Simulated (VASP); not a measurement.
# Os (Fm-3m) in VASP: single point with PBEsol

Aim: the single point of Os with PBEsol.

Everything below comes from runs of VASP 6.6.1. Logs are shortened: lines on timing, memory, paths and dates and some standing lists are left out, and cuts for length are marked.

### Step 1. The crystal as given

The structure is cubic, space group Fm-3m (No. 225). Conventional cell: a = 3.822 Å, b = 3.822 Å, c = 3.822 Å, α = 90.00°, β = 90.00°, γ = 90.00°. Around Os (site symmetry m-3m) lie 12 Os at 2.70 Å.

This isn't the form of Os at room conditions, which is hcp.

### Step 2. Single point, PBEsol, non-collinear spin, zero start, spin-orbit coupling

INCAR reads:

```
SYSTEM = Os
  PREC = Accurate
  ENCUT = 520
  EDIFF = 1E-7
  ISMEAR = 0
  SIGMA = 0.1
  LREAL = .False.
  LASPH = .True.
  NELM = 60
  ALGO = Normal
  ISIF = 2
  LWAVE = .False.
  LCHARG = .True.
  MAGMOM = 0 0 0
  LORBIT = 11
  LSORBIT = .True.
  GGA_COMPAT = .False.
  LMAXMIX = 4
  GGA = PS
  LVHAR = .True.
```

KPOINTS reads:

```
Automatic mesh
0
Gamma
  18 18 18
  0 0 0
```

POSCAR reads:

```
Os
1.0
    0.0000000000      1.9111500000      1.9111500000
    1.9111500000      0.0000000000      1.9111500000
    1.9111500000      1.9111500000      0.0000000000
Os
1
Direct
    0.0000000000      0.0000000000      0.0000000000
```

Potentials or basis: VASP PAW PBE potentials, release 64 (Os).

Run with:

```bash
> cat potpaw_PBE.64/Os/POTCAR > POTCAR
> mpirun -np 1 vasp_ncl > vasp.out
```

OUTCAR:

```text
SYSTEM = Os
   PREC = Accurate
   ENCUT = 520
   EDIFF = 1E-7
   ISMEAR = 0
   LREAL = .False.
   LASPH = .True.
   NELM = 60
   ISIF = 2
   LORBIT = 11
   LSORBIT = .True.
   GGA = PS

 ion  position               nearest neighbor table
   1  0.000  0.000  0.000-

  LATTYP: Found a face centered cubic cell.
 ALAT       =     3.8223000000

  Lattice vectors:

 A1 = (   0.0000000000,   1.9111500000,   1.9111500000)
 A2 = (   1.9111500000,   0.0000000000,   1.9111500000)
 A3 = (   1.9111500000,   1.9111500000,   0.0000000000)

Analysis of symmetry for initial positions (statically):
=====================================================================
 Subroutine PRICEL returns:
 Original cell was already a primitive cell.

 Routine SETGRP: Setting up the symmetry group for a
 face centered cubic supercell.

 Subroutine GETGRP returns: Found 48 space group operations
 (whereof 48 operations were pure point group operations)
 out of a pool of 48 trial point group operations.

The static configuration has the point symmetry O_h .

Analysis of symmetry for dynamics (positions and initial velocities):
=====================================================================
 Subroutine PRICEL returns:
 Original cell was already a primitive cell.

 Routine SETGRP: Setting up the symmetry group for a
 face centered cubic supercell.

 Subroutine GETGRP returns: Found 48 space group operations
 (whereof 48 operations were pure point group operations)
 out of a pool of 48 trial point group operations.

The dynamic configuration has the point symmetry O_h .

Analysis of structural, dynamic, and magnetic symmetry:
=====================================================================
 Subroutine PRICEL returns:
 Original cell was already a primitive cell.

 Routine SETGRP: Setting up the symmetry group for a
 face centered cubic supercell.

 Subroutine GETGRP returns: Found 48 space group operations
 (whereof 48 operations were pure point group operations)
 out of a pool of 48 trial point group operations.

The overall configuration has the point symmetry O_h .

 Subroutine INISYM returns: Found 48 space group operations
 (whereof 48 operations are pure point group operations),
 and found     1 'primitive' translations

[... 131 lines left out ...]
 number of electron       7.9999999 magnetization       0.0000000     -0.0000000      0.0000000

 number of electron       7.9999999 magnetization      -0.0000000      0.0000000     -0.0000000

 Free energy of the ion-electron system (eV)
  ---------------------------------------------------
  ext. energy  EPLUGINS =         0.00000000
  ---------------------------------------------------
  free energy    TOTEN  =       -12.44096414 eV

  energy without entropy =      -12.43746405  energy(sigma->0) =      -12.43921410

 E-fermi :   9.2132     XC(G=0): -14.1626

 val. band max:        9.2048069538   @ k =   0.3333   0.2778   0.0556
 cond. band min:       9.2476373796   @ k =   0.3333   0.2778   0.0000
 fundamental gap:      0.0428304258
 Fermi energy:         9.2132075155

 k-point     1 :       0.0000    0.0000    0.0000
  band No.  band energies     occupation
      1      -1.6738      1.00000
      2      -1.6738      1.00000
      3       5.9082      1.00000
      4       5.9082      1.00000
      5       5.9082      1.00000
      6       5.9082      1.00000
[... 433 lines left out ...]
      3       5.2872      1.00000
      4       5.2872      1.00000
      5       6.2748      1.00000
      6       6.2748      1.00000
[... 8 lines left out ...]
     15      26.9778      0.00000
     16      26.9778      0.00000

 [... further k-points ...]

------------------------ aborting loop because EDIFF is reached ----------------------------------------

  FORCE on cell =-STRESS in cart. coord.  units (eV):
  Direction    XX          YY          ZZ          XY          YZ          ZX
  --------------------------------------------------------------------------------------
  -------------------------------------------------------------------------------------
  Total        0.0212535      0.0212535      0.0212535     -0.0000000     -0.0000000      0.0000000
  in kB        2.4390827      2.4390827      2.4390827     -0.0000000     -0.0000000      0.0000000
  external PRESSURE =       2.4390827 kB  Pullay stress =       0.0000000 kB

 VOLUME and BASIS-vectors are now :
 -----------------------------------------------------------------------------
  energy-cutoff  :      520.00
  volume of cell :       13.96
      direct lattice vectors                 reciprocal lattice vectors
     0.000000000  1.911150000  1.911150000    -0.261622583  0.261622583  0.261622583
     1.911150000  0.000000000  1.911150000     0.261622583 -0.261622583  0.261622583
     1.911150000  1.911150000  0.000000000     0.261622583  0.261622583 -0.261622583

 POSITION                                       TOTAL-FORCE (eV/Angst)
 -----------------------------------------------------------------------------------
      0.00000      0.00000      0.00000         0.000000      0.000000      0.000000
 -----------------------------------------------------------------------------------
    total drift:                               -0.000000      0.000000      0.000000

  FREE ENERGIE OF THE ION-ELECTRON SYSTEM (eV)
  ---------------------------------------------------
  free  energy   TOTEN  =       -12.4409641443 eV

  energy  without entropy=      -12.4374640542  energy(sigma->0) =      -12.43921410

 Spin-Orbit-Coupling matrix elements

 Ion:    1  E_soc:     -0.6786981
 l=   1
     0.0000000    -0.0443004    -0.0443004
    -0.0443004     0.0000000    -0.0443004
    -0.0443004    -0.0443004     0.0000000
 l=   2
     0.0000000    -0.0124329     0.0000000    -0.0124329    -0.0563831
    -0.0124329     0.0000000    -0.0422873    -0.0124329    -0.0140958
     0.0000000    -0.0422873     0.0000000    -0.0422873     0.0000000
    -0.0124329    -0.0124329    -0.0422873     0.0000000    -0.0140958
    -0.0563831    -0.0140958     0.0000000    -0.0140958     0.0000000
 l=   3
     0.0000000     0.0000000     0.0000000     0.0000000     0.0000000     0.0000000     0.0000000
     0.0000000     0.0000000     0.0000000     0.0000000     0.0000000     0.0000000     0.0000000
     0.0000000     0.0000000     0.0000000     0.0000000     0.0000000     0.0000000     0.0000000
     0.0000000     0.0000000     0.0000000     0.0000000     0.0000000     0.0000000     0.0000000
     0.0000000     0.0000000     0.0000000     0.0000000     0.0000000     0.0000000     0.0000000
     0.0000000     0.0000000     0.0000000     0.0000000     0.0000000     0.0000000     0.0000000
     0.0000000     0.0000000     0.0000000     0.0000000     0.0000000     0.0000000     0.0000000

 total charge

# of ion       s       p       d       tot
------------------------------------------
    1        0.667   0.790   6.021   7.477

 magnetization (x)

# of ion       s       p       d       tot
------------------------------------------
    1        0.000   0.000  -0.000  -0.000

 magnetization (y)

# of ion       s       p       d       tot
------------------------------------------
    1        0.000   0.000   0.000   0.000

 magnetization (z)

# of ion       s       p       d       tot
------------------------------------------
    1        0.000  -0.000   0.000  -0.000
```

It took 37 s on 1 thread of Intel Xeon 6975P-C (Granite Rapids), shared host; peak memory 0.21 GiB.

What came out:

| Quantity | Value |
| --- | --- |
| Free energy | -12.4410 eV |
| Pressure | 0.2 GPa |
| Net moment | 0.00 μB per cell |
| Valence electrons inside the program's atomic spheres | Os 7.48 |

Moments on the atoms (μB; x, y, z):
```
Os  0.00 0.00 0.00
```

Caveat: the PAW data sets were made with another functional, which shifts forces and pressure a little.
